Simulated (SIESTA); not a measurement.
The system is CrO2.

```
CELL_PARAMETERS angstrom
4.42100 0.00000 0.00000
0.00000 4.42100 0.00000
0.00000 0.00000 2.91700
ATOMIC_POSITIONS crystal
Cr 0.50000 0.50000 0.50000
Cr 0.00000 0.00000 0.00000
O 0.80100 0.19900 0.50000
O 0.69900 0.69900 0.00000
O 0.19900 0.80100 0.50000
O 0.30100 0.30100 0.00000
```

Base run:

| Quantity | Value |
| --- | --- |
| Program | SIESTA 5.4.2 |
| Functional | PBEsol |
| Potentials or basis | PseudoDojo 0.4 standard (PBEsol files) |
| Basis | DZP (energy shift 0.003 Ry; two zetas on semicore shells) |
| Grid cutoff | 800 Ry |
| Energy shift | 0.003 Ry |
| k mesh | 6 × 6 × 9 |
| Occupations | fermi-dirac, width 0.05 eV |
| Spin | collinear spin, zero start |
| Starting moments | [0.0, 0.0, 0.0, 0.0, 0.0, 0.0] μB |

Its results: band gap on the k mesh none (metal or under the smearing width); pressure -12.0 GPa; net moment 0.00 μB per cell; largest force 0.248 eV/Å.

**Question.** The run is repeated on the same cell with these changes: spin from collinear spin, zero start to collinear spin, antiferromagnetic start; moments at the start from [0.0, 0.0, 0.0, 0.0, 0.0, 0.0] to [3.0, -3.0, 0.0, 0.0, 0.0, 0.0]. What comes out?

**Answer.** Band gap on the k mesh none (metal or under the smearing width); pressure -5.7 GPa; net moment 0.00 μB per cell; site moments Cr +1.93, -1.93; O +0.03, -0.03 μB; largest force 0.479 eV/Å.

Caveats: the basis of atomic orbitals isn't converged, which shifts pressures, moduli and gaps; semilocal functionals often make such compounds metallic where correlation or magnetic order opens a gap, which also shifts bond lengths.
